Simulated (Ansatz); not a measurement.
**Sb, one cell by several methods**

```yaml
crystal:
  lattice:
    - [3.10716, 0.00000, 0.00000]
    - [0.00000, 3.10716, 0.00000]
    - [0.00000, 0.00000, 3.10716]
  atoms:
    - { symbol: Sb, position: [0.00000, 0.00000, 0.00000] }
```

The structure comes from a relaxation in the same program, started in the sc type, and has space group Pm-3m. Whether it is a known phase or the ground state wasn't checked.

Spin–orbit coupling is left out, though it moves levels of the heavy atoms by tenths of an eV or more.

All numbers are computed: DFT, PBE, PAW with Ansatz's default frozen-core files, scalar-relativistic (Ansatz 0.2.0); DFT, PBE, all-electron PAW with datasets made for the crystal, scalar-relativistic (Ansatz 0.2.0); DFT, PBE, all-electron LAPW, scalar-relativistic (Ansatz 0.2.0).

For PAW: a Γ-centred 13×13×13 k mesh, Fermi–Dirac smearing of 0.05 eV, cutoff 420 eV, no spin polarisation. The crystal-made all-electron datasets (AE datasets) take a cutoff of 140 eV at this cell. LAPW targets a basis error of 1 meV/atom. The Ansatz runs share mesh, smearing and spin set-up. Plane-wave (PAW) pressures include the program's estimate of the Pulay term.

Stress and pressure are positive in compression.

Levels count from the Fermi level.

| quantity | PAW | AE datasets | LAPW |
| --- | --- | --- | --- |
| pressure (GPa) | 0.00 | 0.01 | 0.01 |
| highest filled level at R (eV) | -1.670 | -1.671 | -1.671 |
| lowest empty level at R (eV) | 4.833 | 4.835 | 4.835 |
| highest filled level at Γ (eV) | -12.410 | -12.409 | -12.409 |
| lowest empty level at Γ (eV) | 3.190 | 3.188 | 3.188 |

PAW's pressure differs from the LAPW value by about 0.01 GPa or less.
